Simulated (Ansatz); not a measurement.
**Ru: a shear that moves c along a**

How does Ru answer a shear that moves c along a between +0 and +6 %? At each strain the cell is held and the atoms relax, within the symmetry that is left.

Computed with Ansatz 0.2.0 (DFT PBEsol, scalar-relativistic, plane waves, PAW, unless a step's input says otherwise).

### 1 The structure to begin with

It takes space group P6_3/mmc (No. 194, hexagonal). Conventional cell: a = 2.689 Å, b = 2.689 Å, c = 4.252 Å, α = 90.00°, β = 90.00°, γ = 120.00°. Around Ru (site symmetry -6m2) lie 12 Ru at 2.63 to 2.69 Å.

As a file:

```cif
data_structure
_symmetry_space_group_name_H-M 'P6_3/mmc'
_symmetry_Int_Tables_number 194
_cell_length_a 2.6895
_cell_length_b 2.6895
_cell_length_c 4.2519
_cell_angle_alpha 90.000
_cell_angle_beta 90.000
_cell_angle_gamma 120.000
_cell_volume 26.64
loop_
_atom_site_label
_atom_site_type_symbol
_atom_site_symmetry_multiplicity
_atom_site_Wyckoff_symbol
_atom_site_fract_x
_atom_site_fract_y
_atom_site_fract_z
_atom_site_occupancy
Ru1 Ru 2 c 0.33333 0.66667 0.25000 1
```

It goes back to an entry of the Materials Project.

It is the result of an earlier relaxation at this level (volume 13.32 Å³/atom; gap on the mesh: none (metal)).

The unstrained cell was computed beforehand with the same settings: E(σ→0) = -11633.0068 eV for 2 atoms, gap none (metal).

### 2 Strain +1.0 %

input.yaml

```yaml
crystal:
  lattice:
    - [2.6894812015, 0.0, 0.0]
    - [-1.3447406008, 2.3291590435, 0.0]
    - [0.0425194305, 0.0, 4.2519430499]
  atoms:
    - { symbol: Ru, position: [0.3333333333, 0.6666666667, 0.25] }
    - { symbol: Ru, position: [0.6666666667, 0.3333333333, 0.75] }
basis:
  ecutwfc: 420
kpoints:
  mp_grid: { grid: [24, 24, 12] }
hamiltonian:
  xc: pbesol
scf:
  occupations: { method: gaussian, width: 0.1 }
output:
  forces: true
  stress: true
  eigenvalues: true
relax:
  adjacent_minimum: "off"
  f_tol: 0.008
  max_steps: 40
```

Run with:

```bash
ansatz run input.yaml --threads 1 --pin off --max-ram 2560MiB --backend cpu --events-out ev --progress --plain --runs-dir out
```

Log, shortened:

```text
Warning: output.stress: scf.convergence.dr2_threshold = 6.4e-8 eV (the default of a walk held to its f_tol) is looser than the 2e-10 eV advised for a printed stress (1e-10 eV for each atom of the cell: 2). What an SCF threshold leaves in a stress goes as its square root, and in the free [...]
Warning: RAYON_NUM_THREADS=1 ignored (pool sized by the plan → 1); use --threads N
[...]
Pseudopotentials: kind: paw
Pseudopotential: Ru, paw, valence charge 16, recommended cutoff 420 eV (normal), Ru.paw.azcp
Functional definition: PBEsol
[...]
Crystal: 2 atoms, lattice volume = 26.635 Å³
Basis set: ecut = 420 eV, 537 PW (Γ), exchange–correlation on 36×36×60 points (8 copies of the dense FFT grid, shifted against one another)
Bands: 20, of which v1, the nominal top of the filled ones, is band 16 counted from 1 (15 counted from 0)
Symmetry: 4 space group operations
Space group: C2/c (ITA 15), of the structure as read, at distance tolerance 3.0e-5 Å
k-points: 1814 of 6912
[...]
SCF iter   1: F=—  HF=-11633.013640 eV  |F-HF|=—  |Δ(HF+E_count)|=         —  Δρ=1.09e-2  dr2=1.99e-2  ethr=1.77e-3  ⟨swp⟩=5.0  Hψ=139811  notcnv=0
[...]
relax step   1: F+E_penalty+E_count = -11633.00953793 eV  Δ(F+E_penalty+E_count) = +0.000e0 eV  max|allowed force component| = 2.341e-3 eV/Å  Δτ_max = 0.0000 Å  (6 SCF iters, dr2 threshold 1.60e-6 eV, accepted)
[...]
relax step   2: F+E_penalty+E_count = -11633.00953793 eV  Δ(F+E_penalty+E_count) = -4.547e-10 eV  max|allowed force component| = 2.345e-3 eV/Å  Δτ_max = 0.0000 Å  (6 SCF iters, accepted)
SCF converged after 6 iterations
Free energy (F): -11633.009538 eV
[...]
E sigma→0 (E₀):  -11633.005094 eV
Entropy (-TS):   -0.008888 eV (-4.444 meV/atom)
Fermi energy:    23.955537 eV
[...]
--- Forces (eV/Å), atoms counted from 1 ---
  atom   1  Ru    -0.00000000     0.00234453     0.00000000
  atom   2  Ru     0.00000000    -0.00234453    -0.00000000
[...]
--- Stress (GPa, compression-positive) ---
        0.414294       0.000000      -2.082487
        0.000000       0.413636      -0.000000
       -2.082487      -0.000000      -0.587581
  P = ⅓ Tr σ = 0.0801 GPa (0.801 kbar)
--- Band table (eV; the first three rows and the last of 1814) ---
  k-point 0: bands = ["-49.1708", "-48.9460", "-19.7199", "-18.7169", "-18.7169", "-18.5356", "-18.5342", "-18.4867", "15.7639", "17.5409", "21.2483", "21.2487", "21.4390", "21.9580", "21.9584", "22.4978", "22.5013", "25.1648", "25.1656", "25.2055"]
[...]
--- Relaxed structure (2 steps of the walk, 2 accepted, 0 SCFs on fresh bases) ---
  F+E_penalty+E_count = -11633.00953793 eV   max|allowed force component| = 2.345e-3 eV/Å
  atoms:
    - { symbol: Ru, position: [0.33333333334999987, 0.6666666666999999, 0.24999999999999997] }
    - { symbol: Ru, position: [0.6666666666499997, 0.3333333332999999, 0.75] }
```

Run time: 44 s. Hardware: 1 thread of Intel Xeon 6975P-C (Granite Rapids), shared host; peak memory 1.1 GiB.

The steps of the relaxation:

```
step  energy from step 1 (eV/cell)  largest force component (eV/Å)
   1                        0.0000                          0.0023
   2                        0.0000                          0.0023
```

Step 1 is the start.

The cell is held at each strain. Atoms start from the nearest strain of the same sign that is done.

### 3 The cell strained by +2.0 %

Edit input.yaml of step 2 so:

```diff
@@ -4,6 +4,6 @@
     - [-1.3447406008, 2.3291590435, 0.0]
-    - [0.0425194305, 0.0, 4.2519430499]
+    - [0.085038861, 0.0, 4.2519430499]
   atoms:
     - { symbol: Ru, position: [0.3333333333, 0.6666666667, 0.25] }
-    - { symbol: Ru, position: [0.6666666667, 0.3333333333, 0.75] }
+    - { symbol: Ru, position: [0.6666666666, 0.3333333333, 0.75] }
 basis:
```

Run with:

```bash
ansatz run input.yaml --threads 1 --pin off --max-ram 2560MiB --backend cpu --events-out ev --progress --plain --runs-dir out
```

Log, shortened:

```text
Warning: output.stress: scf.convergence.dr2_threshold = 6.4e-8 eV (the default of a walk held to its f_tol) is looser than the 2e-10 eV advised for a printed stress (1e-10 eV for each atom of the cell: 2). What an SCF threshold leaves in a stress goes as its square root, and in the free [...]
Warning: RAYON_NUM_THREADS=1 ignored (pool sized by the plan → 1); use --threads N
[...]
[... 3 set-up lines as earlier in the session ...]
[...]
Crystal: 2 atoms, lattice volume = 26.635 Å³
Basis set: ecut = 420 eV, 537 PW (Γ), exchange–correlation on 36×36×60 points (8 copies of the dense FFT grid, shifted against one another)
Bands: 20, of which v1, the nominal top of the filled ones, is band 16 counted from 1 (15 counted from 0)
[... 2 set-up lines as earlier in the session ...]
k-points: 1814 of 6912
[...]
SCF converged after 6 iterations
Free energy (F): -11633.004353 eV
[...]
E sigma→0 (E₀):  -11632.999880 eV
Entropy (-TS):   -0.008947 eV (-4.473 meV/atom)
Fermi energy:    23.955259 eV
[...]
--- Forces (eV/Å), atoms counted from 1 ---
  atom   1  Ru     0.00000000    -0.00597342     0.00000000
  atom   2  Ru    -0.00000000     0.00597342    -0.00000000
[...]
--- Stress (GPa, compression-positive) ---
        0.413388      -0.000000      -4.145947
       -0.000000       0.459446      -0.000000
       -4.145947      -0.000000      -0.425271
  P = ⅓ Tr σ = 0.1492 GPa (1.492 kbar)
--- Band table (eV; the first three rows and the last of 1814) ---
  k-point 0: bands = ["-49.1706", "-48.9454", "-19.7207", "-18.7172", "-18.7154", "-18.5389", "-18.5337", "-18.4823", "15.7641", "17.5420", "21.2469", "21.2513", "21.4285", "21.9533", "21.9595", "22.4942", "22.5203", "25.1545", "25.1714", "25.2058"]
[...]
--- Relaxed structure (2 steps of the walk, 2 accepted, 0 SCFs on fresh bases) ---
  F+E_penalty+E_count = -11633.00435338 eV   max|allowed force component| = 5.973e-3 eV/Å
  atoms:
    - { symbol: Ru, position: [0.3335432112323568, 0.6670864225647137, 0.24999999999999997] }
    - { symbol: Ru, position: [0.6664567886676429, 0.3329135774352861, 0.75] }
```

Wall time 47 s (1 thread of Intel Xeon 6975P-C (Granite Rapids), shared host); peak memory 1.1 GiB.

The steps of the relaxation:

```csv
step,energy from step 1 (eV/cell),largest force component (eV/Å)
1,0.0000,0.0094
2,0.0000,0.0060
```

Step 1 is the start.

### 4 The cell strained by +3.0 %

Edit input.yaml of step 3 so:

```diff
@@ -4,6 +4,6 @@
     - [-1.3447406008, 2.3291590435, 0.0]
-    - [0.085038861, 0.0, 4.2519430499]
+    - [0.1275582915, 0.0, 4.2519430499]
   atoms:
-    - { symbol: Ru, position: [0.3333333333, 0.6666666667, 0.25] }
-    - { symbol: Ru, position: [0.6666666666, 0.3333333333, 0.75] }
+    - { symbol: Ru, position: [0.3335432112, 0.6670864226, 0.25] }
+    - { symbol: Ru, position: [0.6664567887, 0.3329135774, 0.75] }
 basis:
```

Run with:

```bash
ansatz run input.yaml --threads 1 --pin off --max-ram 2560MiB --backend cpu --events-out ev --progress --plain --runs-dir out
```

Log, shortened:

```text
Warning: output.stress: scf.convergence.dr2_threshold = 6.4e-8 eV (the default of a walk held to its f_tol) is looser than the 2e-10 eV advised for a printed stress (1e-10 eV for each atom of the cell: 2). What an SCF threshold leaves in a stress goes as its square root, and in the free [...]
Warning: RAYON_NUM_THREADS=1 ignored (pool sized by the plan → 1); use --threads N
[...]
[... 3 set-up lines as earlier in the session ...]
[...]
Crystal: 2 atoms, lattice volume = 26.635 Å³
Basis set: ecut = 420 eV, 537 PW (Γ), exchange–correlation on 36×36×60 points (8 copies of the dense FFT grid, shifted against one another)
Bands: 20, of which v1, the nominal top of the filled ones, is band 16 counted from 1 (15 counted from 0)
[... 2 set-up lines as earlier in the session ...]
k-points: 1814 of 6912
[...]
SCF converged after 6 iterations
Free energy (F): -11632.995753 eV
[...]
E sigma→0 (E₀):  -11632.991230 eV
Entropy (-TS):   -0.009046 eV (-4.523 meV/atom)
Fermi energy:    23.954760 eV
[...]
--- Forces (eV/Å), atoms counted from 1 ---
  atom   1  Ru    -0.00000000     0.00592842     0.00000000
  atom   2  Ru     0.00000000    -0.00592842     0.00000000
[...]
--- Stress (GPa, compression-positive) ---
        0.452195      -0.000000      -6.197327
       -0.000000       0.495068      -0.000000
       -6.197327      -0.000000      -0.156209
  P = ⅓ Tr σ = 0.2637 GPa (2.637 kbar)
--- Band table (eV; the first three rows and the last of 1814) ---
  k-point 0: bands = ["-49.1702", "-48.9444", "-19.7219", "-18.7163", "-18.7144", "-18.5433", "-18.5331", "-18.4760", "15.7645", "17.5440", "21.2470", "21.2533", "21.4114", "21.9490", "21.9580", "22.4987", "22.5411", "25.1488", "25.1695", "25.2062"]
[...]
--- Relaxed structure (2 steps of the walk, 2 accepted, 0 SCFs on fresh bases) ---
  F+E_penalty+E_count = -11632.99575308 eV   max|allowed force component| = 5.928e-3 eV/Å
  atoms:
    - { symbol: Ru, position: [0.3335432112999999, 0.6670864225999997, 0.24999999999999997] }
    - { symbol: Ru, position: [0.6664567886999999, 0.3329135773999999, 0.75] }
```

Run time: 44 s. Hardware: 1 thread of Intel Xeon 6975P-C (Granite Rapids), shared host; peak memory 1.1 GiB.

The steps of the relaxation:

| step | E - E(step 1) (eV/cell) | largest force component (eV/Å) |
| --- | --- | --- |
| 1 | 0.0000 | 0.0059 |
| 2 | 0.0000 | 0.0059 |

Step 1 is the start.

### 5 The cell strained by +4.0 %

Edit input.yaml of step 4 so:

```diff
@@ -4,5 +4,5 @@
     - [-1.3447406008, 2.3291590435, 0.0]
-    - [0.1275582915, 0.0, 4.2519430499]
+    - [0.170077722, 0.0, 4.2519430499]
   atoms:
-    - { symbol: Ru, position: [0.3335432112, 0.6670864226, 0.25] }
+    - { symbol: Ru, position: [0.3335432113, 0.6670864226, 0.25] }
     - { symbol: Ru, position: [0.6664567887, 0.3329135774, 0.75] }
@@ -20,2 +20,6 @@
   eigenvalues: true
+  write_density: true
+  write_potential: true
+  elf: true
+  volumetric_format: npy
 relax:
```

Run with:

```bash
ansatz run input.yaml --threads 1 --pin off --max-ram 2560MiB --backend cpu --events-out ev --progress --plain --runs-dir out
```

Log, shortened:

```text
Warning: output.stress: scf.convergence.dr2_threshold = 6.4e-8 eV (the default of a walk held to its f_tol) is looser than the 2e-10 eV advised for a printed stress (1e-10 eV for each atom of the cell: 2). What an SCF threshold leaves in a stress goes as its square root, and in the free [...]
Warning: RAYON_NUM_THREADS=1 ignored (pool sized by the plan → 1); use --threads N
[...]
[... 3 set-up lines as earlier in the session ...]
[...]
Crystal: 2 atoms, lattice volume = 26.635 Å³
Basis set: ecut = 420 eV, 531 PW (Γ), exchange–correlation on 36×36×60 points (8 copies of the dense FFT grid, shifted against one another)
Bands: 20, of which v1, the nominal top of the filled ones, is band 16 counted from 1 (15 counted from 0)
[... 2 set-up lines as earlier in the session ...]
k-points: 1814 of 6912
[...]
SCF converged after 6 iterations
Free energy (F): -11632.983798 eV
[...]
E sigma→0 (E₀):  -11632.979204 eV
Entropy (-TS):   -0.009188 eV (-4.594 meV/atom)
Fermi energy:    23.954117 eV
[...]
--- Forces (eV/Å), atoms counted from 1 ---
  atom   1  Ru     0.00000000    -0.00004628     0.00000000
  atom   2  Ru    -0.00000000     0.00004628     0.00000000
[...]
--- Stress (GPa, compression-positive) ---
        0.466647      -0.000000      -8.184155
       -0.000000       0.583302      -0.000000
       -8.184155      -0.000000       0.217302
  P = ⅓ Tr σ = 0.4224 GPa (4.224 kbar)
--- Band table (eV; the first three rows and the last of 1814) ---
  k-point 0: bands = ["-49.1694", "-48.9429", "-19.7234", "-18.7161", "-18.7116", "-18.5481", "-18.5319", "-18.4684", "15.7650", "17.5467", "21.2450", "21.2582", "21.3886", "21.9402", "21.9607", "22.4954", "22.5770", "25.1307", "25.1774", "25.2069"]
[...]
--- Relaxed structure (3 steps of the walk, 3 accepted, 0 SCFs on fresh bases) ---
  F+E_penalty+E_count = -11632.98379782 eV   max|allowed force component| = 4.628e-5 eV/Å
  atoms:
    - { symbol: Ru, position: [0.3338600077823243, 0.6677200155646486, 0.24999999999999997] }
    - { symbol: Ru, position: [0.6661399922176754, 0.3322799844353511, 0.75] }
```

Wall time 74 s (1 thread of Intel Xeon 6975P-C (Granite Rapids), shared host); peak memory 1.1 GiB.

Relaxation path:

```
step  E - E(step 1) (eV/cell)  largest force component (eV/Å)
   1                   0.0000                          0.0226
   2                   0.0000                          0.0133
   3                   0.0000                          0.0000
```

Step 1 is the start.

Axes a, b and c in the maps are those of this run's conventional cell (a, b, c = 2.689, 4.658, 4.255 Å).

Density in a lattice plane of the grid's cell (edges 4.66 and 4.26 Å, at 0.000 of the third edge), which holds Ru.

Values in e/Å³, 10 rows by 12 columns:
```
0.23 0.28 0.66 2.50 4.04 2.56 0.75 0.37 0.32 0.33 0.31 0.26
0.29 0.40 1.75 7.21 9.55 7.26 1.79 0.42 0.31 0.35 0.38 0.33
0.29 0.40 1.75 7.21 9.55 7.26 1.79 0.42 0.31 0.35 0.38 0.33
0.23 0.28 0.66 2.50 4.04 2.56 0.75 0.37 0.32 0.33 0.31 0.26
0.20 0.23 0.32 0.48 0.56 0.50 0.44 0.50 0.56 0.48 0.32 0.23
0.23 0.26 0.31 0.33 0.32 0.37 0.75 2.56 4.04 2.50 0.66 0.28
0.29 0.33 0.38 0.35 0.31 0.42 1.79 7.26 9.55 7.21 1.75 0.40
0.29 0.33 0.38 0.35 0.31 0.42 1.79 7.26 9.55 7.21 1.75 0.40
0.23 0.26 0.31 0.33 0.32 0.37 0.75 2.56 4.04 2.50 0.66 0.28
0.20 0.23 0.32 0.48 0.56 0.50 0.44 0.50 0.56 0.48 0.32 0.23
```
Columns run along the first of these edges and rows up along the second, over one cell in 12 and 10 even steps from the bottom left corner. Atoms in the plane (fractional): Ru at (0.67, 0.25), Ru at (0.33, 0.75).

ELF in the same plane.

Values, 10 rows by 12 columns:
```
0.26 0.22 0.24 0.52 0.61 0.53 0.29 0.30 0.33 0.33 0.31 0.27
0.33 0.24 0.46 0.66 0.38 0.65 0.45 0.23 0.31 0.29 0.30 0.31
0.33 0.24 0.46 0.66 0.39 0.65 0.45 0.23 0.31 0.29 0.30 0.31
0.26 0.22 0.24 0.52 0.61 0.53 0.29 0.30 0.33 0.33 0.31 0.27
0.24 0.25 0.26 0.23 0.22 0.25 0.33 0.25 0.22 0.23 0.26 0.25
0.26 0.27 0.31 0.33 0.33 0.30 0.29 0.53 0.61 0.52 0.24 0.22
0.33 0.31 0.30 0.29 0.31 0.23 0.45 0.65 0.39 0.66 0.46 0.24
0.33 0.31 0.30 0.29 0.31 0.23 0.45 0.65 0.38 0.66 0.46 0.24
0.26 0.27 0.31 0.33 0.33 0.30 0.29 0.53 0.61 0.52 0.24 0.22
0.24 0.25 0.26 0.23 0.22 0.25 0.33 0.25 0.22 0.23 0.26 0.25
```
Columns run along the first of these edges and rows up along the second, over one cell in 12 and 10 even steps from the bottom left corner. Atoms in the plane (fractional): Ru at (0.67, 0.25), Ru at (0.33, 0.75).

Both are smooth fields of the valence electrons: close to the nuclei they are not physical.

### 6 At +6.0 %

input.yaml

```yaml
crystal:
  lattice:
    - [2.6894812015, 0.0, 0.0]
    - [-1.3447406008, 2.3291590435, 0.0]
    - [0.255116583, 0.0, 4.2519430499]
  atoms:
    - { symbol: Ru, position: [0.3338600078, 0.6677200156, 0.25] }
    - { symbol: Ru, position: [0.6661399922, 0.3322799844, 0.75] }
basis:
  ecutwfc: 420
kpoints:
  mp_grid: { grid: [24, 24, 12] }
hamiltonian:
  xc: pbesol
scf:
  occupations: { method: gaussian, width: 0.1 }
output:
  forces: true
  stress: true
  eigenvalues: true
relax:
  adjacent_minimum: "off"
  f_tol: 0.008
  max_steps: 40
```

Run with:

```bash
ansatz run input.yaml --threads 1 --pin off --max-ram 2560MiB --backend cpu --events-out ev --progress --plain --runs-dir out
```

Log, shortened:

```text
Warning: output.stress: scf.convergence.dr2_threshold = 6.4e-8 eV (the default of a walk held to its f_tol) is looser than the 2e-10 eV advised for a printed stress (1e-10 eV for each atom of the cell: 2). What an SCF threshold leaves in a stress goes as its square root, and in the free [...]
Warning: RAYON_NUM_THREADS=1 ignored (pool sized by the plan → 1); use --threads N
[...]
[... 3 set-up lines as earlier in the session ...]
[...]
Crystal: 2 atoms, lattice volume = 26.635 Å³
Basis set: ecut = 420 eV, 531 PW (Γ), exchange–correlation on 36×36×60 points (8 copies of the dense FFT grid, shifted against one another)
Bands: 20, of which v1, the nominal top of the filled ones, is band 16 counted from 1 (15 counted from 0)
[... 2 set-up lines as earlier in the session ...]
k-points: 1814 of 6912
[...]
SCF converged after 6 iterations
Free energy (F): -11632.950235 eV
[...]
E sigma→0 (E₀):  -11632.945488 eV
Entropy (-TS):   -0.009496 eV (-4.748 meV/atom)
Fermi energy:    23.951930 eV
[...]
--- Forces (eV/Å), atoms counted from 1 ---
  atom   1  Ru     0.00000000    -0.00017227     0.00000000
  atom   2  Ru    -0.00000000     0.00017227    -0.00000000
[...]
--- Stress (GPa, compression-positive) ---
        0.533887      -0.000000     -11.945726
       -0.000000       0.804218      -0.000000
      -11.945726      -0.000000       1.261325
  P = ⅓ Tr σ = 0.8665 GPa (8.665 kbar)
--- Band table (eV; the first three rows and the last of 1814) ---
  k-point 0: bands = ["-49.1668", "-48.9382", "-19.7271", "-18.7146", "-18.7041", "-18.5568", "-18.5283", "-18.4507", "15.7664", "17.5544", "21.2412", "21.2709", "21.3293", "21.9183", "21.9699", "22.4915", "22.6644", "25.0867", "25.1933", "25.2088"]
[...]
--- Relaxed structure (3 steps of the walk, 3 accepted, 0 SCFs on fresh bases) ---
  F+E_penalty+E_count = -11632.95023548 eV   max|allowed force component| = 1.723e-4 eV/Å
  atoms:
    - { symbol: Ru, position: [0.3345559256439067, 0.6691118512878135, 0.24999999999999997] }
    - { symbol: Ru, position: [0.6654440743560932, 0.33088814871218647, 0.75] }
```

Wall time 63 s (1 thread of Intel Xeon 6975P-C (Granite Rapids), shared host); peak memory 1.1 GiB.

The steps of the relaxation:

| step | E - E(step 1) (eV/cell) | largest force component (eV/Å) |
| --- | --- | --- |
| 1 | 0.0000 | 0.0478 |
| 2 | -0.0001 | 0.0249 |
| 3 | -0.0002 | 0.0002 |

Step 1 is the start.

### 7 All strains together

Lengths are those of the vectors of the cell that was run; stresses in GPa:

| strain (%) | ΔE (meV/atom) | a (Å) | b (Å) | c (Å) | σxx | σyy | σzz | σyz | σxz | σxy |
| --- | --- | --- | --- | --- | --- | --- | --- | --- | --- | --- |
| +0.0 | 0.0 | 2.689 | 2.689 | 4.252 | 0.41 | 0.41 | -0.64 | 0.00 | 0.00 | 0.00 |
| +1.0 | 0.9 | 2.689 | 2.689 | 4.252 | 0.41 | 0.41 | -0.59 | 0.00 | -2.08 | 0.00 |
| +2.0 | 3.5 | 2.689 | 2.689 | 4.253 | 0.41 | 0.46 | -0.43 | 0.00 | -4.15 | 0.00 |
| +3.0 | 7.8 | 2.689 | 2.689 | 4.254 | 0.45 | 0.50 | -0.16 | 0.00 | -6.20 | 0.00 |
| +4.0 | 13.8 | 2.689 | 2.689 | 4.255 | 0.47 | 0.58 | 0.22 | 0.00 | -8.18 | 0.00 |
| +6.0 | 30.7 | 2.689 | 2.689 | 4.260 | 0.53 | 0.80 | 1.26 | 0.00 | -11.95 | 0.00 |

ΔE is over the unstrained cell. Stress in GPa, positive in compression, on the Cartesian axes of the input. 

### 8 Summary of results

```
                                  quantity                    value
                       largest energy cost  30.7 meV/atom at +6.0 %
(1/V) d²E/dε², parabola through all points                  201 GPa
```

In words: A parabola through all points has a curvature of 201 GPa, a rough value of the shear constant of this plane and direction. On this cell's mesh the unstrained reference holds a stress of up to 0.64 GPa.
